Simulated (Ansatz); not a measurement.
```xyz
2
Lattice="0.0000 2.6705 2.6705 2.6705 0.0000 2.6705 2.6705 2.6705 0.0000" Properties=species:S:1:pos:R:3 pbc="T T T"
Ga    0.0000    0.0000    0.0000
As    1.3352    1.3352    1.3352
```

PBE in Ansatz, hard PAW set made for 700 eV, wave cutoff 700 eV, 4×4×4 mesh, fixed fractional positions. The pressure is 22.7 GPa and the gap on the mesh 1.07 eV.

(1) The cell is scaled evenly to 1.128 times its volume. What pressure and gap follow, and what mean bulk modulus do the two pressures imply?

Results:

(1) 7.9 GPa, gap 0.90 eV; B = −ΔP/Δln V ≈ 123 GPa over this range.

The cell is a model at fixed atoms and needn't be the relaxed known crystal. Spin-orbit coupling is left out. The mesh is coarse, so these values aren't converged.
